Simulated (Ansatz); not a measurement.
# Hg: the cost of one run

Method: DFT PBE, scalar-relativistic, plane waves, PAW, in Ansatz 0.2.0.

2 further runs of the same task are left out: 2 that didn't finish.

## Step 1: The structure to begin with

The structure is monoclinic, space group C2/m (No. 12). The conventional cell has a = 4.468 Å, b = 4.092 Å, c = 3.060 Å, α = 90.00°, β = 96.54°, γ = 90.00°. Around Hg (site symmetry 2/m) lie 6 Hg at 3.03 to 3.06 Å.

Cell or atoms stand a little off a more symmetric structure (R-3m at a tolerance of 0.3 Å), so results at this geometry aren't those of that ideal crystal.

As a file:

```cif
data_structure
_symmetry_space_group_name_H-M 'C2/m'
_symmetry_Int_Tables_number 12
_cell_length_a 4.4680
_cell_length_b 4.0917
_cell_length_c 3.0597
_cell_angle_alpha 90.000
_cell_angle_beta 96.545
_cell_angle_gamma 90.000
_cell_volume 55.57
loop_
_atom_site_label
_atom_site_type_symbol
_atom_site_symmetry_multiplicity
_atom_site_Wyckoff_symbol
_atom_site_fract_x
_atom_site_fract_y
_atom_site_fract_z
_atom_site_occupancy
Hg1 Hg 2 d 0.50000 0.00000 0.50000 1
```

The structure comes from the Materials Project (structure only).

## Step 2: A distortion that keeps the symmetry

What differs from the listed cell: strain xx, yy, zz, yz, xz, xy = +0.3, -3.3, -7.5, +0.0, -2.2, +0.0 %.

Input file input.yaml:

```yaml
crystal:
  lattice:
    - [2.2398069522, -1.9787336506, -0.0482315478]
    - [2.2398069522, 1.9787336506, -0.0482315478]
    - [-0.4152746657, 0.0, 2.8190408478]
  atoms:
    - { symbol: Hg, position: [0.5, 0.5, 0.5] }
basis:
  ecutwfc: 420
kpoints:
  mp_grid: { grid: [14, 14, 14] }
hamiltonian:
  xc: pbe
scf:
  occupations: { method: gaussian, width: 0.1 }
output:
  forces: true
  stress: true
  eigenvalues: true
  populations: true
  write_density: true
  write_potential: true
  elf: true
  volumetric_format: npy
```

Started as:

```sh
ansatz run input.yaml --threads 1 --pin off --max-ram 1331MiB --backend cpu --events-out ev --progress --plain --runs-dir out
```

Q: Estimate wall time and peak memory on 1 thread of an Arm CPU, shared host.

About 13 s, with a peak of 0.46 GiB.
